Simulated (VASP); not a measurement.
# Ag (Fm-3m) in VASP: notebook

Runs on Ag. Level: PBEsol. Tasks: relaxation of the atoms.

Everything below comes from runs of VASP 6.6.1. Logs are shortened: lines on timing, memory, paths and dates and some standing lists are left out, and cuts for length are marked.

**1. The crystal as given**

It takes space group Fm-3m (No. 225, cubic). The conventional cell has a = 4.052 Å, b = 4.052 Å, c = 4.052 Å, α = 90.00°, β = 90.00°, γ = 90.00°. Around Ag (site symmetry m-3m) lie 12 Ag at 2.86 Å.

**2. Relaxation of the atoms, PBEsol (a relaxed cell with its volume scaled by 0.98)**

The input, INCAR:

```
PREC = Accurate
ENCUT = 600
EDIFF = 1E-7
ISMEAR = 1
SIGMA = 0.1
LREAL = F
LASPH = T
NELM = 80
ALGO = Fast
ISIF = 2
LWAVE = F
LCHARG = F
GGA = PS
IBRION = 2
NSW = 40
EDIFFG = -0.01
```

The input, KPOINTS:

```
Automatic mesh
0
Gamma
  16 16 16
```

The input, POSCAR:

```
Ag                                      
1.0
    0.0000000000      2.0121665879      2.0121665879
    2.0121665879      0.0000000000      2.0121665879
    2.0121665879      2.0121665879      0.0000000000
  Ag            
     1
Direct
     0.0000000000000000    0.0000000000000000    0.0000000000000000
```

Potentials or basis: VASP PAW PBE potentials, release 64 (Ag).

Command:

```bash
cat potpaw_PBE.64/Ag/POTCAR > POTCAR
mpirun -np 1 vasp_std > vasp.out
```

OUTCAR:

```text
PREC = Accurate
   ENCUT = 600
   EDIFF = 1E-7
   ISMEAR = 1
   LREAL = F
   LASPH = T
   NELM = 80
   ISIF = 2
   GGA = PS
   IBRION = 2
   NSW = 40
   EDIFFG = -0.01

 ion  position               nearest neighbor table
   1  0.000  0.000  0.000-

  LATTYP: Found a face centered cubic cell.
 ALAT       =     4.0243331758

  Lattice vectors:

 A1 = (   0.0000000000,   2.0121665879,   2.0121665879)
 A2 = (   2.0121665879,   0.0000000000,   2.0121665879)
 A3 = (   2.0121665879,   2.0121665879,   0.0000000000)

Analysis of symmetry for initial positions (statically):
=====================================================================
 Subroutine PRICEL returns:
 Original cell was already a primitive cell.

 Routine SETGRP: Setting up the symmetry group for a
 face centered cubic supercell.

 Subroutine GETGRP returns: Found 48 space group operations
 (whereof 48 operations were pure point group operations)
 out of a pool of 48 trial point group operations.

The static configuration has the point symmetry O_h .

Analysis of symmetry for dynamics (positions and initial velocities):
=====================================================================
 Subroutine PRICEL returns:
 Original cell was already a primitive cell.

 Routine SETGRP: Setting up the symmetry group for a
 face centered cubic supercell.

 Subroutine GETGRP returns: Found 48 space group operations
 (whereof 48 operations were pure point group operations)
 out of a pool of 48 trial point group operations.

The dynamic configuration has the point symmetry O_h .

 Subroutine INISYM returns: Found 48 space group operations
 (whereof 48 operations are pure point group operations),
 and found     1 'primitive' translations

----------------------------------------------------------------------------------------

                                     Primitive cell

  volume of cell :      16.2938

  direct lattice vectors                    reciprocal lattice vectors
     0.000000000  2.012166588  2.012166588    -0.248488372  0.248488372  0.248488372
     2.012166588  0.000000000  2.012166588     0.248488372 -0.248488372  0.248488372
     2.012166588  2.012166588  0.000000000     0.248488372  0.248488372 -0.248488372

  length of vectors
     2.845633278  2.845633278  2.845633278     0.430394486  0.430394486  0.430394486

  position of ions in fractional coordinates (direct lattice)
     0.000000000  0.000000000  0.000000000

  ion indices of the primitive-cell ions
   primitive index   ion index
                 1           1

----------------------------------------------------------------------------------------

 KPOINTS: Automatic mesh

Automatic generation of k-mesh.
 Grid dimensions read from file:
 generate k-points for:   16   16   16

 Generating k-lattice:

  Cartesian coordinates                     Fractional coordinates (reciprocal lattice)
    -0.015530523  0.015530523  0.015530523     0.062500000  0.000000000  0.000000000
     0.015530523 -0.015530523  0.015530523     0.000000000  0.062500000  0.000000000
     0.015530523  0.015530523 -0.015530523     0.000000000  0.000000000  0.062500000

  Length of vectors
     0.026899655  0.026899655  0.026899655

  Shift w.r.t. Gamma in fractional coordinates (k-lattice)
     0.000000000  0.000000000  0.000000000

 Subroutine IBZKPT returns following result:
 ===========================================

 Found    145 irreducible k-points:

 Following reciprocal coordinates:
            Coordinates               Weight
  0.000000  0.000000  0.000000      1.000000
  0.062500  0.000000  0.000000      8.000000
  0.125000  0.000000  0.000000      8.000000
  0.187500  0.000000  0.000000      8.000000
  0.250000  0.000000  0.000000      8.000000
  0.312500  0.000000  0.000000      8.000000
[... 16 lines left out ...]
 -0.125000  0.062500  0.000000     24.000000
 -0.062500  0.062500  0.000000     12.000000
 [... further k-points ...]
   k-points           NKPTS =    145   k-points in BZ     NKDIM =    145   number of bands    NBANDS=      9
   number of dos      NEDOS =    301   number of ions     NIONS =      1
   total plane-waves  NPLWV =  13824
   dimension x,y,z NGX =    24 NGY =   24 NGZ =   24
   dimension x,y,z NGXF=    48 NGYF=   48 NGZF=   48
   ions per type =               1
   NGX,Y,Z   is equivalent  to a cutoff of  14.02, 14.02, 14.02 a.u.
   NGXF,Y,Z  is equivalent  to a cutoff of  28.04, 28.04, 28.04 a.u.
 SYSTEM =  unknown system
   PREC   = accura    normal or accurate (medium, high low for compatibility)
   ISTART =      0    job   : 0-new  1-cont  2-samecut
   ICHARG =      2    charge: 1-file 2-atom 10-const
   ISPIN  =      1    spin polarized calculation?
   LNONCOLLINEAR =      F non collinear calculations
   LSORBIT =      F    spin-orbit coupling
   LASPH  =      T    aspherical Exc in radial PAW
   ENCUT  =  600.0 eV  44.10 Ry    6.64 a.u.   5.68  5.68  5.68*2*pi/ulx,y,z
   NELM   =     80;   NELMIN=  2; NELMDL= -5     # of ELM steps
   EDIFF  = 0.1E-06   stopping-criterion for ELM
   LREAL  =      F    real-space projection
   EDIFFG = -.1E-01   stopping-criterion for IOM
   NSW    =     40    number of steps for IOM
   IBRION =      2    ionic relax: 0-MD 1-quasi-New 2-CG
   NFREE  =      1    steps in history (QN), initial steepest desc. (CG)
   ISIF   =      2    stress and relaxation
   ISYM   =      2    0-nonsym 1-usesym 2-fastsym
   POTIM  = 0.5000    time-step for ionic-motion
   TEBEG  =    0.0;   TEEND  =   0.0 temperature during run
   PSTRESS=    0.0 pullay stress
   NELECT =      11.0000    total number of electrons
   NUPDOWN=      -1.0000    fix difference up-down
   EMIN   =  10.00;   EMAX   =-10.00  energy-range for DOS
   EFERMI =   0.00;   METHOD = LEGACY
   ISMEAR =     1;   SIGMA  =   0.10  broadening in eV -4-tet -1-fermi 0-gaus
   EFERMI_NEDOS =   21; number of points for ismear=-14 and -15
   IALGO  =     68    algorithm
   IMIX   =      4    mixing-type and parameters
     AMIX     =   0.40;   BMIX     =  1.00
     AMIX_MAG =   1.60;   BMIX_MAG =  1.00
  volume/ion in A,a.u.               =      16.29       109.96
  Fermi-wavevector in a.u.,A,eV,Ry     =   1.436146  2.713922 28.062208  2.062514
  Thomas-Fermi vector in A             =   2.555366
   LORBIT       =      0    0 simple, 1 ext, 2 COOP (PROOUT), +10 PAW based schemes
   GGA     = PS    functional components
   LHFCALC =     F    Hartree Fock is set to
   AEXX    =    0.0000 exact exchange contribution
   IVDW    =     0    specifies the selected vdW correction
   LEPSILON=     F    determine dielectric tensor
   LRPA    =     F    only Hartree local field effects (RPA)
 conjugate gradient relaxation of ions
 non-spin polarized calculation
 RMM-DIIS sequential band-by-band and
 Methfessel and Paxton  Order N= 1 SIGMA  =   0.10
  energy-cutoff  :      600.00
  volume of cell :       16.29
 maximum number of plane-waves:       560
   NGX = 11   NGY = 11   NGZ = 11

 number of electron      11.0000002 magnetization

 Free energy of the ion-electron system (eV)
  ---------------------------------------------------
  ext. energy  EPLUGINS =         0.00000000
  ---------------------------------------------------
  free energy    TOTEN  =        -3.30752326 eV

  energy without entropy =       -3.30677267  energy(sigma->0) =       -3.30727306

 E-fermi :   8.8190     XC(G=0): -12.6850

 val. band max:        8.8132273809   @ k =   0.4375   0.3750   0.0000
 cond. band min:       8.8260818972   @ k =   0.5000   0.3125   0.1250
 fundamental gap:      0.0128545163
 Fermi energy:         8.8189943268

 k-point     1 :       0.0000    0.0000    0.0000
  band No.  band energies     occupation
      1       0.7054      2.00000
      2       3.9364      2.00000
      3       3.9364      2.00000
      4       3.9364      2.00000
      5       5.0707      2.00000
      6       5.0707      2.00000
      7      24.9543      0.00000
      8      28.7966      0.00000
      9      28.7966      0.00000

 k-point     2 :       0.0625    0.0000    0.0000
  band No.  band energies     occupation
      1       0.8323      2.00000
      2       3.9047      2.00000
      3       3.9731      2.00000
      4       3.9731      2.00000
      5       5.0561      2.00000
      6       5.0561      2.00000
      7      24.9992      0.00000
      8      27.7741      0.00000
      9      28.8675      0.00000

 k-point     3 :       0.1250    0.0000    0.0000
  band No.  band energies     occupation
      1       1.1947      2.00000
      2       3.8358      2.00000
      3       4.0643      2.00000
      4       4.0643      2.00000
      5       5.0317      2.00000
      6       5.0317      2.00000
      7      24.6578      0.00000
      8      26.2228      0.00000
      9      29.0408      0.00000

 k-point     4 :       0.1875    0.0000    0.0000
  band No.  band energies     occupation
      1       1.7126      2.00000
      2       3.8296      2.00000
      3       4.1487      2.00000
      4       4.1487      2.00000
      5       5.0581      2.00000
      6       5.0581      2.00000
      7      22.7398      0.00000
      8      25.8825      0.00000
      9      29.1863      0.00000
[... 205 lines left out ...]
 k-point    22 :      -0.1875    0.0625    0.0000
  band No.  band energies     occupation
      1       1.9893      2.00000
      2       3.7661      2.00000
      3       4.2079      2.00000
      4       4.2131      2.00000
      5       4.9212      2.00000
      6       5.3050      2.00000
      7      22.0385      0.00000
      8      25.3475      0.00000
      9      28.0858      0.00000

 k-point    23 :      -0.1250    0.0625    0.0000
  band No.  band energies     occupation
      1       1.4626      2.00000
      2       3.7537      2.00000
      3       4.1298      2.00000
      4       4.1560      2.00000
      5       4.9098      2.00000
      6       5.1495      2.00000
      7      24.2547      0.00000
      8      25.6067      0.00000
      9      28.1129      0.00000

 k-point    24 :      -0.0625    0.0625    0.0000
  band No.  band energies     occupation
      1       1.0387      2.00000
      2       3.8404      2.00000
      3       4.0234      2.00000
      4       4.0537      2.00000
      5       4.9825      2.00000
      6       5.0922      2.00000
      7      25.0174      0.00000
      8      26.8066      0.00000
      9      28.2394      0.00000

 [... further k-points ...]

------------------------ aborting loop because EDIFF is reached ----------------------------------------

  FORCE on cell =-STRESS in cart. coord.  units (eV):
  Direction    XX          YY          ZZ          XY          YZ          ZX
  --------------------------------------------------------------------------------------
  -------------------------------------------------------------------------------------
  Total        0.2596839      0.2596839      0.2596839     -0.0000000      0.0000000      0.0000000
  in kB       25.5348802     25.5348802     25.5348802     -0.0000000      0.0000000      0.0000000
  external PRESSURE =      25.5348802 kB  Pullay stress =       0.0000000 kB

 VOLUME and BASIS-vectors are now :
 -----------------------------------------------------------------------------
  energy-cutoff  :      600.00
  volume of cell :       16.29
      direct lattice vectors                 reciprocal lattice vectors
     0.000000000  2.012166588  2.012166588    -0.248488372  0.248488372  0.248488372
     2.012166588  0.000000000  2.012166588     0.248488372 -0.248488372  0.248488372
     2.012166588  2.012166588  0.000000000     0.248488372  0.248488372 -0.248488372

 POSITION                                       TOTAL-FORCE (eV/Angst)
 -----------------------------------------------------------------------------------
      0.00000      0.00000      0.00000         0.000000     -0.000000      0.000000
 -----------------------------------------------------------------------------------
    total drift:                               -0.000000      0.000000     -0.000000

  FREE ENERGIE OF THE ION-ELECTRON SYSTEM (eV)
  ---------------------------------------------------
  free  energy   TOTEN  =        -3.3075232573 eV

  energy  without entropy=       -3.3067726652  energy(sigma->0) =       -3.30727306

 reached required accuracy - stopping structural energy minimisation
```

It took 12 s on 1 thread of Intel Xeon 6975P-C (Granite Rapids), shared host; peak memory 0.15 GiB.

What came out:

```yaml
Free_energy: -3.3075 eV
Pressure_after_relaxing: 2.6 GPa
Band_gap_on_the_k_mesh: none (metal or under the smearing width)
```

Final structure:
```cif
data_structure
_symmetry_space_group_name_H-M 'P 1'
_symmetry_Int_Tables_number 1
_cell_length_a 2.8456
_cell_length_b 2.8456
_cell_length_c 2.8456
_cell_angle_alpha 60.000
_cell_angle_beta 60.000
_cell_angle_gamma 60.000
_cell_volume 16.29
loop_
_atom_site_label
_atom_site_type_symbol
_atom_site_fract_x
_atom_site_fract_y
_atom_site_fract_z
_atom_site_occupancy
Ag1 Ag 0.00000 0.00000 0.00000 1
```

Levels at points of the mesh, in eV from the Fermi level:
| k point | band 4 | band 5 | band 6 | band 7 | band 8 | band 9 |
| --- | --- | --- | --- | --- | --- | --- |
| (0.00, 0.00, 0.00) | -4.88 | -3.75 | -3.75 | 16.14 | 19.98 | 19.98 |
| (0.50, 0.00, 0.00) | -2.88 | -2.88 | -0.53 | 3.90 | 15.38 | 18.34 |
| (0.50, 0.50, 0.00) | -2.66 | -2.66 | 1.56 | 7.14 | 10.89 | 10.89 |

Caveat: the relaxation stopped at its first step, so nothing moved; the PAW data sets were made with another functional, which shifts forces and pressure a little.

**3. Relaxation of the atoms, PBEsol**

INCAR is that of step 2.

KPOINTS is that of step 2.

The input, POSCAR:

```
Ag                                      
1.0
    0.0000000000      2.0257627205      2.0257627205
    2.0257627205      0.0000000000      2.0257627205
    2.0257627205      2.0257627205      0.0000000000
  Ag            
     1
Direct
     0.0000000000000000    0.0000000000000000    0.0000000000000000
```

Potentials or basis: VASP PAW PBE potentials, release 64 (Ag).

Command:

```bash
cat potpaw_PBE.64/Ag/POTCAR > POTCAR
mpirun -np 1 vasp_std > vasp.out
```

It took 12 s on 1 thread of Intel Xeon 6975P-C (Granite Rapids), shared host; peak memory 0.15 GiB.

Results (log left out):

- Free energy: -3.3103 eV
- Pressure after relaxing: 0.0 GPa
- Band gap on the k mesh: none (metal or under the smearing width)

Final structure:
```xyz
1
Lattice="0.0000 2.0258 2.0258 2.0258 0.0000 2.0258 2.0258 2.0258 0.0000" Properties=species:S:1:pos:R:3 pbc="T T T"
Ag    0.0000    0.0000    0.0000
```

Levels at points of the mesh, in eV from the Fermi level:
```csv
k point,band 3,band 4,band 5,band 6,band 7,band 8,band 9
"(0.00, 0.00, 0.00)",-4.80,-4.80,-3.70,-3.70,16.10,19.82,19.82
"(0.50, 0.00, 0.00)",-4.82,-2.87,-2.87,-0.46,3.79,15.34,18.14
"(0.50, 0.50, 0.00)",-2.90,-2.65,-2.65,1.58,6.98,10.79,10.79
```

Caveat: the relaxation stopped at its first step, so nothing moved; the PAW data sets were made with another functional, which shifts forces and pressure a little.

**4. Relaxation of the atoms, PBEsol (a relaxed cell with its volume scaled by 1.02)**

INCAR is that of step 3.

KPOINTS is that of step 3.

The input, POSCAR:

```
Ag                                      
1.0
    0.0000000000      2.0391787586      2.0391787586
    2.0391787586      0.0000000000      2.0391787586
    2.0391787586      2.0391787586      0.0000000000
  Ag            
     1
Direct
     0.0000000000000000    0.0000000000000000    0.0000000000000000
```

Command:

```bash
cat potpaw_PBE.64/Ag/POTCAR > POTCAR
mpirun -np 1 vasp_std > vasp.out
```

It took 8.9 s on 1 thread of Intel Xeon 6975P-C (Granite Rapids), shared host; peak memory 0.16 GiB.

The run converged. Its results:

```
Free energy             : -3.3081 eV
Pressure after relaxing : -2.2 GPa
Band gap on the k mesh  : none (metal or under the smearing width)
```

Final structure:
```xyz
1
Lattice="0.0000 2.0392 2.0392 2.0392 0.0000 2.0392 2.0392 2.0392 0.0000" Properties=species:S:1:pos:R:3 pbc="T T T"
Ag    0.0000    0.0000    0.0000
```

Levels at points of the mesh, in eV from the Fermi level:
```
           k point  band 4  band 5  band 6  band 7  band 8  band 9
(0.00, 0.00, 0.00)   -4.72   -3.66   -3.66   16.07   19.67   19.67
(0.50, 0.00, 0.00)   -2.85   -2.85   -0.40    3.68   15.30   17.94
(0.50, 0.50, 0.00)   -2.65   -2.65    1.61    6.83   10.70   10.70
```

Caveat: the relaxation stopped at its first step, so nothing moved; the PAW data sets were made with another functional, which shifts forces and pressure a little.

**5. Relaxation of the atoms, PBEsol (a relaxed cell with its volume scaled by 1.04)**

INCAR is that of step 4.

KPOINTS is that of step 4.

The input, POSCAR:

```
Ag                                      
1.0
    0.0000000000      2.0524205502      2.0524205502
    2.0524205502      0.0000000000      2.0524205502
    2.0524205502      2.0524205502      0.0000000000
  Ag            
     1
Direct
     0.0000000000000000    0.0000000000000000    0.0000000000000000
```

Command:

```bash
cat potpaw_PBE.64/Ag/POTCAR > POTCAR
mpirun -np 1 vasp_std > vasp.out
```

Run time: 9.9 s. Hardware: 1 thread of Intel Xeon 6975P-C (Granite Rapids), shared host; peak memory 0.16 GiB.

It converged, with:

```
Free energy             : -3.3016 eV
Pressure after relaxing : -4.2 GPa
Band gap on the k mesh  : none (metal or under the smearing width)
```

Final structure:
```
Ag
1.0
     0.00000    2.05242    2.05242
     2.05242    0.00000    2.05242
     2.05242    2.05242    0.00000
Ag
1
Direct
  0.00000 0.00000 0.00000
```

Levels at points of the mesh, in eV from the Fermi level:
```
           k point  band 3  band 4  band 5  band 6  band 7  band 8  band 9
(0.00, 0.00, 0.00)   -4.64   -4.64   -3.62   -3.62   16.03   19.52   19.52
(0.50, 0.00, 0.00)   -4.66   -2.84   -2.84   -0.34    3.58   15.26   17.74
(0.50, 0.50, 0.00)   -2.87   -2.64   -2.64    1.63    6.68   10.61   10.61
```

Caveat: the relaxation stopped at its first step, so nothing moved; the PAW data sets were made with another functional, which shifts forces and pressure a little.

**6. Summary**

```csv
cell,gap on the mesh (eV),pressure (GPa)
atoms relaxed from: a relaxed cell with its volume scaled by 0.98,none,2.6
atoms relaxed,none,0.0
atoms relaxed from: a relaxed cell with its volume scaled by 1.02,none,-2.2
atoms relaxed from: a relaxed cell with its volume scaled by 1.04,none,-4.2
```

Alike in all rows: task relaxation of the atoms; level PBEsol; potentials or basis VASP PAW PBE potentials, release 64 (Ag); no spin polarisation; k mesh 16 × 16 × 16; cutoff (eV) 600; smearing methfessel-paxton 0.1 eV.

Caveats: the relaxation stopped at its first step, so nothing moved; the PAW data sets were made with another functional, which shifts forces and pressure a little.

Absolute energies hang on the potentials; compare differences alone.
